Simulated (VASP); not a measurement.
Set up this calculation in VASP 6.6.1, as the native input.

| Item | Value |
| --- | --- |
| Task | relaxation of the atoms |
| Functional | LDA |
| Potentials or basis | VASP PAW LDA potentials, release 64 (Sn_d, S) |
| Cutoff | 520 eV |
| k mesh | 10 × 10 × 6 |
| Occupations | gaussian, width 0.05 eV |
| Spin | no spin polarisation |
| Further INCAR settings | ALGO = Normal; EDIFF = 1e-07; IBRION = 2; EDIFFG = -0.005; NSW = 60 |

The structure of SnS2 lies in POSCAR:

```
SnS2
1.0
    3.6390000000      0.0000000000      0.0000000000
   -1.8195000000      3.1514664400      0.0000000000
    0.0000000000      0.0000000000      5.8680000000
Sn S
1 2
Direct
    0.0000000000      0.0000000000      0.0000000000
    0.3333333300      0.6666666700      0.2500000000
    0.6666666700      0.3333333300      0.7500000000
```

These files were run (other wordings do the same):

INCAR

```
SYSTEM = SnS2
  ALGO = Normal
  EDIFF = 1E-7
  EDIFFG = -0.005
  ENCUT = 520
  IBRION = 2
  ISIF = 2
  ISMEAR = 0
  KPAR = 2
  LASPH = .True.
  LCHARG = .False.
  LREAL = .False.
  LWAVE = .False.
  NELM = 100
  NSW = 60
  PREC = Accurate
  SIGMA = 0.05
```

KPOINTS

```
k-points
0
Gamma
  10 10 6
  0 0 0
```

Potentials or basis: VASP PAW LDA potentials, release 64 (Sn_d, S).

The run is started by

```bash
$ cat potpaw_LDA.64/Sn_d/POTCAR potpaw_LDA.64/S/POTCAR > POTCAR
$ mpirun -np 2 vasp_std > vasp.out
```

Results of the run:

* Pressure after relaxing: -0.7 GPa
* Band gap on the k mesh: 1.27 eV, indirect (least direct gap 1.77 eV)

Caveat: the relaxation stopped at its first step, so nothing moved; spin-orbit coupling is left out, which moves the levels of the heavy elements.

It took 17 s on 2 MPI ranks on Intel(R) Xeon(R) 6975P-C (Granite Rapids), on a shared host, peak memory 0.2 GiB a rank.
